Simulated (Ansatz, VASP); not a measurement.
## TiPt3 in VASP and in Ansatz

```
CELL_PARAMETERS angstrom
3.90405 0.00000 0.00000
0.00000 3.90405 0.00000
0.00000 0.00000 3.90405
ATOMIC_POSITIONS crystal
Ti 0.00000 0.00000 0.00000
Pt 0.50000 0.50000 0.00000
Pt 0.50000 0.00000 0.50000
Pt 0.00000 0.50000 0.50000
```

Alike in both runs: task relaxation of cell and atoms; functional PBE; dispersion D3(BJ); k mesh 12 × 12 × 12; occupations gaussian, width 0.1 eV; no spin polarisation.

|  | VASP | Ansatz |
| --- | --- | --- |
| version | VASP 6.6.1 | Ansatz 0.2.0 |
| potentials or method | VASP PAW PBE potentials, release 64 (Ti_sv, Pt) | scalar-relativistic, plane waves, PAW |
| plane-wave cutoff (eV) | 600 | 420 |
| valence electrons in the cell | 42 | 66 |

|  | VASP | Ansatz | Ansatz less VASP |
| --- | --- | --- | --- |
| gap on the k mesh at the Fermi level, each at its own relaxed structure (eV) | none | none | - |
| relaxed volume (Å³/atom) | 14.86 | 14.88 | +0.019 |
| relaxed cell length with the largest relative difference (Å) | 3.902 | 3.904 | +0.0017 |

A gap of «none» marks a metal or a gap that the smearing closes. The two sets of potentials don't hold the same shells in valence.

Caveats: pairwise dispersion overbinds metals, which lowers pressure and volume. Spin-orbit coupling is left out, which matters for the levels of Pt.
